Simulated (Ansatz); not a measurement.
# Ti: the cost of one run

Computed with Ansatz 0.2.0 (DFT PBE, scalar-relativistic, plane waves, PAW, unless a step's input says otherwise).

4 further runs of the same task are left out: 1 that didn't finish, 3 set aside as unsound or not needed.

## 1. The structure to begin with

Symmetry: P6_3/mmc, No. 194, hexagonal system. Conventional cell: a = 2.938 Å, b = 2.938 Å, c = 4.651 Å, α = 90.00°, β = 90.00°, γ = 120.00°. Ti (site symmetry -6m2) is surrounded by 12 Ti at 2.88 to 2.94 Å.

Structure file:

```cif
data_structure
_symmetry_space_group_name_H-M 'P 1'
_symmetry_Int_Tables_number 1
_cell_length_a 2.9385
_cell_length_b 2.9385
_cell_length_c 4.6506
_cell_angle_alpha 90.000
_cell_angle_beta 90.000
_cell_angle_gamma 120.000
_cell_volume 34.78
loop_
_atom_site_label
_atom_site_type_symbol
_atom_site_fract_x
_atom_site_fract_y
_atom_site_fract_z
_atom_site_occupancy
Ti1 Ti 0.33333 0.66667 0.25000 1
Ti2 Ti 0.66667 0.33333 0.75000 1
```

This cell was relaxed beforehand with the same method: volume 17.39 Å³/atom, gap on the mesh none (metal).

The unstrained cell was computed beforehand with the same settings: E(σ→0) = -4999.3342 eV for 2 atoms, gap none (metal).

## 2. Strain +1.0 %

Contents of input.yaml:

```yaml
crystal:
  lattice:
    - [2.9384580613, 0.0, 0.0]
    - [-1.4692290307, 2.5447793291, 0.0]
    - [0.0465063401, 0.0, 4.6506340141]
  atoms:
    - { symbol: Ti, position: [0.3333333333, 0.6666666667, 0.25] }
    - { symbol: Ti, position: [0.6666666667, 0.3333333333, 0.75] }
basis:
  ecutwfc: 420
kpoints:
  mp_grid: { grid: [24, 24, 12] }
hamiltonian:
  xc: pbe
scf:
  occupations: { method: gaussian, width: 0.1 }
output:
  forces: true
  stress: true
  eigenvalues: true
relax:
  adjacent_minimum: "off"
  f_tol: 0.008
  max_steps: 40
```

Started as:

```
$ ansatz run input.yaml --threads 1 --pin off --max-ram 2560MiB --backend cpu --events-out ev --progress --plain --runs-dir out
```

Q: Estimate wall time and peak memory on 1 thread of Intel Xeon 6975P-C (Granite Rapids), shared host.

About 47 s, with a peak of 1.1 GiB.
